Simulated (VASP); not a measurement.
Wanted: the native input for a VASP 6.6.1 run.

| Quantity | Value |
| --- | --- |
| Task | relaxation of cell and atoms |
| Functional | PBE |
| Potentials or basis | VASP PAW PBE potentials, release 64 (Zn, Se) |
| Cutoff | 520 eV |
| k mesh | 8 × 8 × 8 |
| Occupations | gaussian, width 0.1 eV |
| Spin | no spin polarisation |
| Further INCAR settings | ALGO = Normal; EDIFF = 1e-06; IBRION = 2; EDIFFG = -0.01; NSW = 90; ISIF = 3 |

The structure of ZnSe lies in POSCAR:

```
ZnSe
1.0
    0.0000000000      2.8338000000      2.8338000000
    2.8338000000      0.0000000000      2.8338000000
    2.8338000000      2.8338000000      0.0000000000
Zn Se
1 1
Direct
    0.0000000000      0.0000000000      0.0000000000
    0.7500000000      0.7500000000      0.7500000000
```

The input as run:

INCAR

```
SYSTEM = ZnSe
ALGO = Normal
EDIFF = 1E-6
EDIFFG = -0.01
ENCUT = 520
GGA = PE
IBRION = 2
ISIF = 3
ISMEAR = 0
LASPH = .TRUE.
LCHARG = .FALSE.
LREAL = .FALSE.
LWAVE = .FALSE.
NELM = 120
NSW = 90
PREC = Accurate
SIGMA = 0.1
```

KPOINTS

```
k-points
0
G
  8 8 8
  0 0 0
```

Potentials or basis: VASP PAW PBE potentials, release 64 (Zn, Se).

Run with:

```sh
$ cat potpaw_PBE.64/Zn/POTCAR potpaw_PBE.64/Se/POTCAR > POTCAR
$ mpirun -np 1 vasp_std > vasp.out
```

It gave:

```json
{
  "Relaxed volume": "23.67 Å³/atom",
  "Relaxed cell": "a = 4.061 Å, b = 4.061 Å, c = 4.061 Å, α = 60.00°, β = 60.00°, γ = 60.00°",
  "Space group after relaxing (to 0.05 Å)": "F-43m (No. 216)",
  "Energy gained by relaxing": "6.2 meV/atom",
  "Ionic steps": "4",
  "Pressure after relaxing": "-0.1 GPa",
  "Band gap on the k mesh": "1.13 eV, direct"
}
```

Run time: 22 s on 1 thread of Intel(R) Xeon(R) 6975P-C (Granite Rapids) (shared host), peak memory 0.18 GiB.
